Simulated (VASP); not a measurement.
# GaP (F-43m) in VASP: notebook

The runs below take GaP through single point, with PBE.

Everything below comes from runs of VASP 6.6.1. Logs are shortened: lines on timing, memory, paths and dates and some standing lists are left out, and cuts for length are marked.

## (1) The crystal as given

The structure is cubic, space group F-43m (No. 216). Conventional cell: a = 5.451 Å, b = 5.451 Å, c = 5.451 Å, α = 90.00°, β = 90.00°, γ = 90.00°. Around Ga (site symmetry -43m) lie 4 P at 2.36 Å. Around P (site symmetry -43m) lie 4 Ga at 2.36 Å.

## (2) Single point, PBE, spin-orbit coupling, no magnetisation

Contents of INCAR:

```
SYSTEM = GaP
ALGO     = Normal         ! electronic algorithm
EDIFF    = 1E-7           ! SCF threshold, eV
ENCUT    = 400            ! plane-wave cutoff, eV
GGA      = PE             ! functional
GGA_COMPAT= .FALSE.      
ISIF     = 2              ! what is computed and relaxed
ISMEAR   = 0              ! smearing method
LASPH    = .TRUE.         ! aspherical terms in the spheres
LCHARG   = .FALSE.        ! write CHGCAR
LORBIT   = 11             ! projections on sites
LREAL    = .FALSE.        ! projectors in reciprocal space
LSORBIT  = .TRUE.         ! spin-orbit coupling
LWAVE    = .FALSE.        ! write WAVECAR
MAGMOM   = 0 0 0 0 0 0    ! initial moments
NBANDS   = 34             ! bands
NELM     = 100            ! most SCF steps
PREC     = Accurate       ! precision mode
SIGMA    = 0.02           ! smearing width, eV
```

Contents of KPOINTS:

```
k-points
0
G
  10 10 10
  0 0 0
```

Contents of POSCAR:

```
GaP
1.0
    0.0000000000      2.7252500000      2.7252500000
    2.7252500000      0.0000000000      2.7252500000
    2.7252500000      2.7252500000      0.0000000000
Ga P
1 1
Direct
    0.0000000000      0.0000000000      0.0000000000
    0.7500000000      0.7500000000      0.7500000000
```

Potentials or basis: VASP PAW PBE potentials, release 64 (Ga_d, P).

Started as:

```
$ cat potpaw_PBE.64/Ga_d/POTCAR potpaw_PBE.64/P/POTCAR > POTCAR
$ mpirun -np 1 vasp_ncl > vasp.out
```

OUTCAR:

```text
SYSTEM = GaP
   EDIFF = 1E-7
   ENCUT = 400
   GGA = PE
   ISIF = 2
   ISMEAR = 0
   LASPH = .TRUE.
   LORBIT = 11
   LREAL = .FALSE.
   LSORBIT = .TRUE.
   NELM = 100
   PREC = Accurate

 Found     73 irreducible k-points:

 Following reciprocal coordinates:
            Coordinates               Weight
  0.000000  0.000000  0.000000      1.000000
  0.100000  0.000000  0.000000      4.000000
 -0.100000  0.000000  0.000000      4.000000
  0.200000  0.000000  0.000000      4.000000
 -0.200000  0.000000  0.000000      4.000000
  0.300000  0.000000  0.000000      4.000000
   k-points           NKPTS =     73   k-points in BZ     NKDIM =     73   number of bands    NBANDS=     34
   number of dos      NEDOS =    301   number of ions     NIONS =      2
   total plane-waves  NPLWV =  21952
   dimension x,y,z NGX =    28 NGY =   28 NGZ =   28
   dimension x,y,z NGXF=    56 NGYF=   56 NGZF=   56
   ions per type =               1   1
   NGX,Y,Z   is equivalent  to a cutoff of  12.08, 12.08, 12.08 a.u.
   NGXF,Y,Z  is equivalent  to a cutoff of  24.16, 24.16, 24.16 a.u.
 SYSTEM =  GaP
   PREC   = accura    normal or accurate (medium, high low for compatibility)
   ISTART =      0    job   : 0-new  1-cont  2-samecut
   ICHARG =      2    charge: 1-file 2-atom 10-const
   ISPIN  =      1    spin polarized calculation?
   LNONCOLLINEAR =      T non collinear calculations
   LSORBIT =      T    spin-orbit coupling
   LASPH  =      T    aspherical Exc in radial PAW
   ENCUT  =  400.0 eV  29.40 Ry    5.42 a.u.   6.29  6.29  6.29*2*pi/ulx,y,z
   NELM   =    100;   NELMIN=  2; NELMDL= -5     # of ELM steps
   EDIFF  = 0.1E-06   stopping-criterion for ELM
   LREAL  =      F    real-space projection
   EDIFFG = 0.1E-05   stopping-criterion for IOM
   NSW    =      0    number of steps for IOM
   IBRION =     -1    ionic relax: 0-MD 1-quasi-New 2-CG
   NFREE  =      0    steps in history (QN), initial steepest desc. (CG)
   ISIF   =      2    stress and relaxation
   ISYM   =      2    0-nonsym 1-usesym 2-fastsym
   POTIM  = 0.5000    time-step for ionic-motion
   TEBEG  =    0.0;   TEEND  =   0.0 temperature during run
   PSTRESS=    0.0 pullay stress
   NELECT =      18.0000    total number of electrons
   NUPDOWN=      -1.0000    fix difference up-down
   EMIN   =  10.00;   EMAX   =-10.00  energy-range for DOS
   EFERMI =   0.00;   METHOD = LEGACY
   ISMEAR =     0;   SIGMA  =   0.02  broadening in eV -4-tet -1-fermi 0-gaus
   EFERMI_NEDOS =   21; number of points for ismear=-14 and -15
   IALGO  =     38    algorithm
   IMIX   =      4    mixing-type and parameters
     AMIX     =   0.40;   BMIX     =  1.00
     AMIX_MAG =   1.60;   BMIX_MAG =  1.00
  volume/ion in A,a.u.               =      20.24       136.59
  Fermi-wavevector in a.u.,A,eV,Ry     =   1.249538  2.361284 21.243377  1.561344
  Thomas-Fermi vector in A             =   2.383574
   LORBIT       =     11    0 simple, 1 ext, 2 COOP (PROOUT), +10 PAW based schemes
   GGA     = PE    functional components
   LHFCALC =     F    Hartree Fock is set to
   AEXX    =    0.0000 exact exchange contribution
   IVDW    =     0    specifies the selected vdW correction
   LEPSILON=     F    determine dielectric tensor
   LRPA    =     F    only Hartree local field effects (RPA)
 Gauss-broadening in eV      SIGMA  =   0.02
  energy-cutoff  :      400.00
  volume of cell :       40.48
 maximum number of plane-waves:      1508
 NGX is ok and might be reduce to    28
   NGX = 13   NGY = 13   NGZ = 13

 number of electron      18.0000000 magnetization       0.0000000      0.0000000      0.0000000

 number of electron      18.0000016 magnetization      -0.0000000      0.0000000      0.0000000

 number of electron      18.0000016 magnetization       0.0000000     -0.0000000     -0.0000000

 Free energy of the ion-electron system (eV)
  ---------------------------------------------------
  ext. energy  EPLUGINS =         0.00000000
  ---------------------------------------------------
  free energy    TOTEN  =        -9.12319792 eV

  energy without entropy =       -9.12319792  energy(sigma->0) =       -9.12319792

 E-fermi :   4.7570     XC(G=0):  -9.8334

 val. band max:        4.6780227534   @ k =   0.0000   0.0000   0.0000
 cond. band min:       6.2554668211   @ k =   0.4000   0.4000   0.0000
 fundamental gap:      1.5774440677
 Fermi energy:         4.7569630827

 k-point     1 :       0.0000    0.0000    0.0000
  band No.  band energies     occupation
      1     -10.1342      1.00000
      2     -10.1342      1.00000
      3     -10.1342      1.00000
      4     -10.1342      1.00000
      5      -9.7166      1.00000
      6      -9.7166      1.00000
[... 22 lines left out ...]
     29      14.4397      0.00000
     30      14.4397      0.00000

 k-point     2 :       0.1000    0.0000    0.0000
  band No.  band energies     occupation
      1     -10.1361      1.00000
      2     -10.1361      1.00000
      3     -10.1354      1.00000
      4     -10.1314      1.00000
      5      -9.7178      1.00000
      6      -9.7178      1.00000
[... 22 lines left out ...]
     29      13.9719      0.00000
     30      13.9783      0.00000

 k-point     3 :      -0.1000    0.0000    0.0000
  band No.  band energies     occupation
      1     -10.1361      1.00000
      2     -10.1361      1.00000
      3     -10.1354      1.00000
      4     -10.1314      1.00000
      5      -9.7178      1.00000
      6      -9.7178      1.00000
[... 22 lines left out ...]
     29      13.9719      0.00000
     30      13.9783      0.00000

 k-point     4 :       0.2000    0.0000    0.0000
  band No.  band energies     occupation
      1     -10.1412      1.00000
      2     -10.1412      1.00000
      3     -10.1346      1.00000
      4     -10.1283      1.00000
      5      -9.7197      1.00000
      6      -9.7197      1.00000
[... 22 lines left out ...]
     29      13.5494      0.00000
     30      13.5601      0.00000

 k-point     5 :      -0.2000    0.0000    0.0000
  band No.  band energies     occupation
      1     -10.1412      1.00000
      2     -10.1412      1.00000
      3     -10.1346      1.00000
      4     -10.1283      1.00000
      5      -9.7197      1.00000
      6      -9.7197      1.00000
[... 22 lines left out ...]
     29      13.5494      0.00000
     30      13.5601      0.00000

 k-point     6 :       0.3000    0.0000    0.0000
  band No.  band energies     occupation
      1     -10.1482      1.00000
      2     -10.1482      1.00000
      3     -10.1326      1.00000
      4     -10.1262      1.00000
      5      -9.7202      1.00000
      6      -9.7202      1.00000
[... 22 lines left out ...]
     29      13.9611      0.00000
     30      13.9758      0.00000

 [... further k-points ...]

 [bands above 30 left out]

------------------------ aborting loop because EDIFF is reached ----------------------------------------

  FORCE on cell =-STRESS in cart. coord.  units (eV):
  Direction    XX          YY          ZZ          XY          YZ          ZX
  --------------------------------------------------------------------------------------
  -------------------------------------------------------------------------------------
  Total        0.5599959      0.5599959      0.5599959      0.0000000      0.0000000     -0.0000000
  in kB       22.1639101     22.1639101     22.1639101      0.0000000      0.0000000     -0.0000000
  external PRESSURE =      22.1639101 kB  Pullay stress =       0.0000000 kB

 VOLUME and BASIS-vectors are now :
 -----------------------------------------------------------------------------
  energy-cutoff  :      400.00
  volume of cell :       40.48
      direct lattice vectors                 reciprocal lattice vectors
     0.000000000  2.725250000  2.725250000    -0.183469406  0.183469406  0.183469406
     2.725250000  0.000000000  2.725250000     0.183469406 -0.183469406  0.183469406
     2.725250000  2.725250000  0.000000000     0.183469406  0.183469406 -0.183469406

 POSITION                                       TOTAL-FORCE (eV/Angst)
 -----------------------------------------------------------------------------------
      0.00000      0.00000      0.00000         0.000000      0.000000      0.000000
      4.08788      4.08788      4.08788        -0.000000     -0.000000     -0.000000
 -----------------------------------------------------------------------------------
    total drift:                               -0.000001     -0.000001     -0.000001

  FREE ENERGIE OF THE ION-ELECTRON SYSTEM (eV)
  ---------------------------------------------------
  free  energy   TOTEN  =        -9.1231979244 eV

  energy  without entropy=       -9.1231979244  energy(sigma->0) =       -9.12319792

 Spin-Orbit-Coupling matrix elements

 Ion:    1  E_soc:     -0.0116924
 l=   1
     0.0000000    -0.0010969    -0.0010969
    -0.0010969     0.0000000    -0.0010969
    -0.0010969    -0.0010969     0.0000000
 l=   2
     0.0000000    -0.0001735     0.0000000    -0.0001735    -0.0006784
    -0.0001735     0.0000000    -0.0005088    -0.0001735    -0.0001696
     0.0000000    -0.0005088     0.0000000    -0.0005088     0.0000000
    -0.0001735    -0.0001735    -0.0005088     0.0000000    -0.0001696
    -0.0006784    -0.0001696     0.0000000    -0.0001696     0.0000000
 l=   3
     0.0000000     0.0000000     0.0000000     0.0000000     0.0000000     0.0000000     0.0000000
     0.0000000     0.0000000     0.0000000     0.0000000     0.0000000     0.0000000     0.0000000
     0.0000000     0.0000000     0.0000000     0.0000000     0.0000000     0.0000000     0.0000000
     0.0000000     0.0000000     0.0000000     0.0000000     0.0000000     0.0000000     0.0000000
     0.0000000     0.0000000     0.0000000     0.0000000     0.0000000     0.0000000     0.0000000
     0.0000000     0.0000000     0.0000000     0.0000000     0.0000000     0.0000000     0.0000000
     0.0000000     0.0000000     0.0000000     0.0000000     0.0000000     0.0000000     0.0000000

 Ion:    2  E_soc:     -0.0008960
 l=   1
     0.0000000    -0.0001493    -0.0001493
    -0.0001493     0.0000000    -0.0001493
    -0.0001493    -0.0001493     0.0000000
 l=   2
     0.0000000     0.0000000     0.0000000     0.0000000     0.0000000
     0.0000000     0.0000000     0.0000000     0.0000000     0.0000000
     0.0000000     0.0000000     0.0000000     0.0000000     0.0000000
     0.0000000     0.0000000     0.0000000     0.0000000     0.0000000
     0.0000000     0.0000000     0.0000000     0.0000000     0.0000000
 l=   3
     0.0000000     0.0000000     0.0000000     0.0000000     0.0000000     0.0000000     0.0000000
     0.0000000     0.0000000     0.0000000     0.0000000     0.0000000     0.0000000     0.0000000
     0.0000000     0.0000000     0.0000000     0.0000000     0.0000000     0.0000000     0.0000000
     0.0000000     0.0000000     0.0000000     0.0000000     0.0000000     0.0000000     0.0000000
     0.0000000     0.0000000     0.0000000     0.0000000     0.0000000     0.0000000     0.0000000
     0.0000000     0.0000000     0.0000000     0.0000000     0.0000000     0.0000000     0.0000000
     0.0000000     0.0000000     0.0000000     0.0000000     0.0000000     0.0000000     0.0000000

 total charge

# of ion       s       p       d       tot
------------------------------------------
    1        0.862   0.849  10.012  11.723
    2        1.021   1.524   0.000   2.545
--------------------------------------------------
tot          1.883   2.373  10.012  14.268

 magnetization (x)

# of ion       s       p       d       tot
------------------------------------------
    1       -0.000  -0.000   0.000  -0.000
    2        0.000  -0.000   0.000  -0.000
--------------------------------------------------
tot          0.000  -0.000   0.000  -0.000

 magnetization (y)

# of ion       s       p       d       tot
------------------------------------------
    1        0.000   0.000   0.000   0.000
    2        0.000   0.000   0.000   0.000
--------------------------------------------------
tot          0.000   0.000   0.000   0.000

 magnetization (z)

# of ion       s       p       d       tot
------------------------------------------
    1       -0.000  -0.000   0.000  -0.000
    2        0.000  -0.000   0.000  -0.000
--------------------------------------------------
tot          0.000  -0.000   0.000  -0.000
```

Run time: 87 s. Hardware: 1 thread of Intel Xeon 6975P-C (Granite Rapids), shared host; peak memory 0.29 GiB.

The run converged, but some of its settings lie outside the range that counts as converged, so its numbers aren't taken as properties of the crystal.

Results:

```
Free energy                                           : -9.1232 eV
Pressure                                              : 2.2 GPa
Valence electrons inside the program's atomic spheres : Ga 11.72; P 2.54
```

## (3) Single point, PBE, spin-orbit coupling, no magnetisation

INCAR, as its differences from that of step 2:

```diff
@@ -3,3 +3,3 @@
 EDIFF    = 1E-7           ! SCF threshold, eV
-ENCUT    = 400            ! plane-wave cutoff, eV
+ENCUT    = 280            ! plane-wave cutoff, eV
 GGA      = PE             ! functional
```

Contents of KPOINTS:

```
k-points
0
G
  5 5 5
  0 0 0
```

POSCAR is that of step 2.

Potentials or basis: VASP PAW PBE potentials, release 64 (Ga_d, P).

Started as:

```
$ cat potpaw_PBE.64/Ga_d/POTCAR potpaw_PBE.64/P/POTCAR > POTCAR
$ mpirun -np 1 vasp_ncl > vasp.out
```

Wall time 11 s (1 thread of Intel Xeon 6975P-C (Granite Rapids), shared host); peak memory 0.19 GiB.

The run converged, but a check on its numbers failed (symmetry, net force, bounds or a known fault of this set-up), so they aren't taken as properties of the crystal.

Caveat: the k mesh is coarse (spacing up to 0.40 Å⁻¹), so the values aren't converged; the cutoff lies under the usual one of these potentials, so the numbers hold a large basis-set error.

## (4) Single point, PBE, spin-orbit coupling, no magnetisation

INCAR, as its differences from that of step 3:

```diff
@@ -3,3 +3,3 @@
 EDIFF    = 1E-7           ! SCF threshold, eV
-ENCUT    = 280            ! plane-wave cutoff, eV
+ENCUT    = 400            ! plane-wave cutoff, eV
 GGA      = PE             ! functional
```

Contents of KPOINTS:

```
k-points
0
G
  4 4 4
  0 0 0
```

POSCAR is that of step 3.

Started as:

```
$ cat potpaw_PBE.64/Ga_d/POTCAR potpaw_PBE.64/P/POTCAR > POTCAR
$ mpirun -np 1 vasp_ncl > vasp.out
```

It took 22 s on 1 thread of Intel Xeon 6975P-C (Granite Rapids), shared host; peak memory 0.23 GiB.

These settings aren't checked as converged: the numbers below hold their error.

Results:

* Free energy: -8.9813 eV
* Pressure: 2.6 GPa
* Valence electrons inside the program's atomic spheres: Ga 11.72; P 2.56

Caveat: the k mesh is coarse (spacing up to 0.50 Å⁻¹), so the values aren't converged.

## (5) Single point, PBE, spin-orbit coupling, no magnetisation

INCAR, as its differences from that of step 4:

```diff
@@ -3,3 +3,3 @@
 EDIFF    = 1E-7           ! SCF threshold, eV
-ENCUT    = 400            ! plane-wave cutoff, eV
+ENCUT    = 520            ! plane-wave cutoff, eV
 GGA      = PE             ! functional
```

KPOINTS is that of step 4.

POSCAR is that of step 4.

Started as:

```
$ cat potpaw_PBE.64/Ga_d/POTCAR potpaw_PBE.64/P/POTCAR > POTCAR
$ mpirun -np 1 vasp_ncl > vasp.out
```

It took 25 s on 1 thread of Intel Xeon 6975P-C (Granite Rapids), shared host; peak memory 0.27 GiB.

The run converged, but some of its settings lie outside the range that counts as converged, so its numbers aren't taken as properties of the crystal.

What came out:

* Free energy: -8.9824 eV
* Pressure: 2.8 GPa
* Valence electrons inside the program's atomic spheres: Ga 11.72; P 2.56

Caveat: the k mesh is coarse (spacing up to 0.50 Å⁻¹), so the values aren't converged.

[end of part 1 of 2]
